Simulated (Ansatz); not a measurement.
# Hg2S3: a trial structure relaxed

Where does Hg2S3 go from the start given, tetradymite type (R-3m, No. 166)?

Computed with Ansatz 0.2.0 (DFT PBE, scalar-relativistic, plane waves, PAW, unless a step's input says otherwise).

**1. The starting structure**

The structure is trigonal, space group R-3m (No. 166). Conventional cell: a = 3.854 Å, b = 3.854 Å, c = 26.797 Å, α = 90.00°, β = 90.00°, γ = 120.00°. Hg (site symmetry 3m) is surrounded by 6 S at 2.70 to 2.85 Å. S (site symmetry -3m) has 6 Hg at 2.85 Å as nearest neighbours. S (site symmetry 3m) has 3 Hg at 2.70 Å as nearest neighbours.

As a file:

```
Hg S
1.0
     1.92691    1.11250    8.93220
    -1.92691    1.11250    8.93220
     0.00000   -2.22500    8.93220
Hg S
2 3
Direct
  0.40000 0.40000 0.40000
  0.60000 0.60000 0.60000
  0.00000 0.00000 0.00000
  0.20950 0.20950 0.20950
  0.79050 0.79050 0.79050
```

(A quick probe on a coarse mesh, which set the mesh and smearing, is not shown.)

**3. A loose first relaxation**

The input, input.yaml:

```yaml
crystal:
  lattice:
    - [1.9269086201, 1.1125012105, 8.9321988893]
    - [-1.9269086201, 1.1125012105, 8.9321988893]
    - [0.0, -2.225002421, 8.9321988893]
  atoms:
    - { symbol: Hg, position: [0.4, 0.4, 0.4] }
    - { symbol: Hg, position: [0.6, 0.6, 0.6] }
    - { symbol: S, position: [0.0, 0.0, 0.0] }
    - { symbol: S, position: [0.2095, 0.2095, 0.2095] }
    - { symbol: S, position: [0.7905, 0.7905, 0.7905] }
basis:
  ecutwfc: 420
kpoints:
  mp_grid: { grid: [6, 6, 6] }
hamiltonian:
  xc: pbe
scf:
  occupations: { method: gaussian, width: 0.1 }
  lower_state_search: "off"
output:
  forces: true
  stress: true
  eigenvalues: true
relax:
  adjacent_minimum: "off"
  f_tol: 0.04
  max_steps: 70
  cell: { stress_tol: 0.4 }
```

The run is started by

```sh
> ansatz run input.yaml --threads 1 --pin off --max-ram 2560MiB --backend cpu --events-out ev --progress --plain --runs-dir out
```

Further runs follow: full relaxation.

Before running it: what results should come out?

As calculated:

Formation energies count from the elements, computed with the same settings in runs not shown here.

```
                          quantity                                                                        value
               cell (conventional)  a = 3.911 Å, b = 3.911 Å, c = 23.535 Å, α = 90.00°, β = 90.00°, γ = 120.00°
                       space group                                                               R-3m (No. 166)
                            volume                                                                20.79 Å³/atom
                   gap on the mesh                                                                 none (metal)
formation energy from the elements                                                               +0.241 eV/atom
```

**Reading.** The space group stayed R-3m, and from the first guess the volume went from 22.98 to 20.79 Å³/atom. The formation energy of +0.24 eV/atom is positive, so the elements lie lower than this structure; another structure of the compound can lie lower. The runs treat Hg without spin-orbit coupling.
